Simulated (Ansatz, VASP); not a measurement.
# Two plane-wave programs on BeSe

File INCAR:

```
PREC = Accurate ; ENCUT = 520
EDIFF = 1E-6 ; ISMEAR = 0
SIGMA = 0.02 ; LREAL = F
LASPH = T ; NELM = 80
ALGO = Normal ; ISIF = 2
LWAVE = F ; LCHARG = F
GGA = PE ; NBANDS = 11
```

File KPOINTS:

```
Automatic mesh
0
Gamma
  8 8 8
```

POSCAR

```
BeSe
1.0
    0.0000000000      2.5862830500      2.5862830500
    2.5862830500      0.0000000000      2.5862830500
    2.5862830500      2.5862830500      0.0000000000
Be Se
1 1
Direct
    0.0000000000      0.0000000000      0.0000000000
    0.7500000000      0.7500000000      0.7500000000
```

Input for Ansatz:

```yaml
crystal:
  lattice:
    - [0.0, 2.58628305, 2.58628305]
    - [2.58628305, 0.0, 2.58628305]
    - [2.58628305, 2.58628305, 0.0]
  atoms:
    - { symbol: Be, position: [0.0, 0.0, 0.0] }
    - { symbol: Se, position: [0.75, 0.75, 0.75] }
basis:
  ecutwfc: 420
kpoints:
  mp_grid: { grid: [8, 8, 8] }
hamiltonian:
  xc: pbe
scf:
  occupations: { method: gaussian, width: 0.02 }
output:
  forces: true
  stress: true
  eigenvalues: true
  populations: true
```

Alike in both runs: task single point; functional PBE; k mesh 8 × 8 × 8; occupations gaussian, width 0.02 eV; no spin polarisation.

|  | VASP | Ansatz |
| --- | --- | --- |
| version | VASP 6.6.1 | Ansatz 0.2.0 |
| potentials or method | VASP PAW PBE potentials, release 64 (Be, Se) | scalar-relativistic, plane waves, PAW |
| plane-wave cutoff (eV) | 520 | 420 |
| valence electrons in the cell | 8 | 18 |

|  | VASP | Ansatz | Ansatz less VASP |
| --- | --- | --- | --- |
| gap on the k mesh at the Fermi level (eV) | 2.66 | 2.67 | +0.011 |
| least direct gap on the mesh (eV) | 4.24 | 4.24 | +0.001 |
| pressure (GPa) | 0.4 | 0.2 | -0.18 |

The two sets of potentials don't hold the same shells in valence.

A k mesh can miss the band edges.
